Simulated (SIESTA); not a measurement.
Runs of SIESTA 5.4.2 on HfO2. Symmetry: P4_2/nmc, No. 137, tetragonal system. The conventional cell has a = 3.558 Å, b = 3.558 Å, c = 5.172 Å, α = 90.00°, β = 90.00°, γ = 90.00°. Hf (site symmetry -4m2) has 4 O at 2.05 Å as nearest neighbours. O (site symmetry 2mm) has 2 Hf at 2.05 Å as nearest neighbours. Measurements of this composition are mostly on another form, of space group No. 14.

| task | level | potentials or basis | k mesh | gap on the mesh (eV) | pressure (GPa) | V0 of scaled cells (Å³/atom) | B0 (GPa) | largest force (eV/Å) |
| --- | --- | --- | --- | --- | --- | --- | --- | --- |
| band structure | LDA | PseudoDojo 0.4 standard (LDA files), DZP (energy shift 0.003 Ry; two zetas on semicore shells) | 8 × 8 × 5 | 4.44 | -3.4 | - | - | 0.16 |
| equation of state | PBEsol | PseudoDojo 0.4 standard (PBEsol files), DZP (energy shift 0.003 Ry; two zetas on semicore shells) | 6 × 6 × 4 | - | - | (a) | 251 | - |
| band structure | PBE | PseudoDojo 0.4 standard (PBE files), DZP (energy shift 0.003 Ry; two zetas on semicore shells) | 8 × 8 × 5 | 4.60 | 12.7 | - | - | (b) |
| equation of state | LDA | PseudoDojo 0.4 standard (LDA files), DZP (energy shift 0.003 Ry; two zetas on semicore shells) | 6 × 6 × 4 | - | - | (c) | 270 | - |

Alike in all rows: no spin polarisation; cell as given; smearing fermi-dirac 0.05 eV; grid cutoff 800 Ry; energy shift 0.003 Ry.

**Question.** Estimate the missing entries.

**Answer.** (a) 11.09; (b) 0.30; (c) 10.77.

Caveats: short orbitals over semicore shells can move pressures by several GPa; the basis of atomic orbitals isn't converged, which shifts pressures, moduli and gaps; spin-orbit coupling is left out, which moves the levels of the heavy elements (some runs); the cell was scaled at fixed shape and fractional positions, which overstates the stiffness of a crystal with free parameters, most of all of layers and chains (some runs).

A k mesh can miss the band edges, and the runs leave out spin-orbit coupling on Hf.
